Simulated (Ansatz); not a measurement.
Wanted: the native input for an Ansatz 0.2.0 run.

```yaml
Task: single point
Functional: PBE
Potentials_or_basis: Ansatz PAW
Cutoff: "420 eV (not typed: the program's choice for these potentials)"
k_mesh: 8 × 8 × 8
Occupations: gaussian, width 0.013 eV
Spin: no spin polarisation
```

SnSe:

```
Sn Se
1.0
     0.00000    3.01000    3.01000
     3.01000    0.00000    3.01000
     3.01000    3.01000    0.00000
Sn Se
1 1
Cartesian
  0.0000 0.0000 0.0000
  3.0100 3.0100 3.0100
```

Measurements of this composition are mostly on another form, of space group No. 62.

One way to write it, as run:

input.yaml

```yaml
crystal:
  lattice:
    - [0.0, 3.01, 3.01]
    - [3.01, 0.0, 3.01]
    - [3.01, 3.01, 0.0]
  atoms:
    - { symbol: Sn, position: [0.0, 0.0, 0.0] }
    - { symbol: Se, position: [0.5, 0.5, 0.5] }
hamiltonian:
  xc: pbe
  pseudopotentials: { kind: paw }
kpoints:
  mp_grid: { grid: [8, 8, 8] }
scf:
  occupations: { method: gaussian, width: 0.013 }
output:
  forces: true
  stress: true
  eigenvalues: true
  write_density: true
  write_potential: true
  elf: true
  volumetric_format: npy
```

Potentials or basis: Ansatz PAW.

Command:

```sh
$ ansatz run input.yaml --threads 2 --pin off --max-ram 5632MiB --backend cpu --events-out ev --progress --plain --runs-dir out
```

Results of the run:

```yaml
Pressure: 0.9 GPa
Band_gap_on_the_k_mesh: 0.58 eV, direct
```

Caveat: spin-orbit coupling is left out, which moves the levels of the heavy elements.

It took 1.5 s on 2 threads of Arm Neoverse V1 (shared host), peak memory 0.34 GiB.
